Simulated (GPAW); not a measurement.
Here is a GPAW 26.7.0 calculation.

The input run.py:

```python
from ase import Atoms
from ase.eos import EquationOfState
from ase.io import Trajectory
from ase.units import GPa
from gpaw import GPAW, PW

atoms = Atoms(['Ge', 'Ge', 'Ge', 'Ge'],
              cell=[[3.9975858431, 0.0, 0.0],
                    [-1.9987929216, 3.462010894, 0.0],
                    [0.0, 0.0, 6.59937795]],
              scaled_positions=[[0.3333333333, 0.6666666667, 0.93709875],
                                [0.6666666667, 0.3333333333, 0.43709875],
                                [0.3333333333, 0.6666666667, 0.56290125],
                                [0.6666666667, 0.3333333333, 0.06290125]],
              pbc=True)

traj = Trajectory('eos.traj', 'w')
volumes, energies = [], []
for x in [0.94, 0.96, 0.98, 1.0, 1.02, 1.04, 1.06]:
    a = atoms.copy()
    a.set_cell(atoms.cell * x**(1 / 3), scale_atoms=True)
    calc = GPAW(mode=PW(600),
                xc='MGGA_X_R2SCAN+MGGA_C_R2SCAN',
                kpts={'size': (6, 6, 4), 'gamma': True},
                occupations={'name': 'fermi-dirac', 'width': 0.05},
                nbands=18,
                convergence={'density': 1e-05, 'energy': 1e-05},
                maxiter=150,
                txt=f'eos-{x:.2f}.txt')
    a.calc = calc
    energies.append(a.get_potential_energy(force_consistent=True))
    volumes.append(a.get_volume())
    p = -a.get_stress()[:3].mean() / GPa
    calc.write(f'eos-{x:.2f}.gpw')
    traj.write(a)
    print(f'{x:.2f} {volumes[-1]:10.4f} A^3 {energies[-1]:14.6f} eV {p:9.3f} GPa', flush=True)

v0, e0, B = EquationOfState(volumes, energies, eos='birchmurnaghan').fit()
print(f'V0 = {v0:.4f} A^3, E0 = {e0:.6f} eV, B0 = {B / GPa:.2f} GPa')
```

Potentials or basis: GPAW PAW data sets (gpaw-data 1.2.1), pw.

Launch:

```console
$ OMP_NUM_THREADS=1 python run.py
```

(1) Predict the equilibrium volume.

(2) Predict the bulk modulus at fixed shape and positions.

Answers

(1) 22.86 Å³/atom (rough: see the caveat).

(2) 71 GPa (rough).

Caveat: the points scatter about the fit; the cell was scaled at fixed shape and fractional positions, which overstates the stiffness of a crystal with free parameters, most of all of layers and chains; the PAW data sets were made with another functional, which shifts forces and pressure a little.
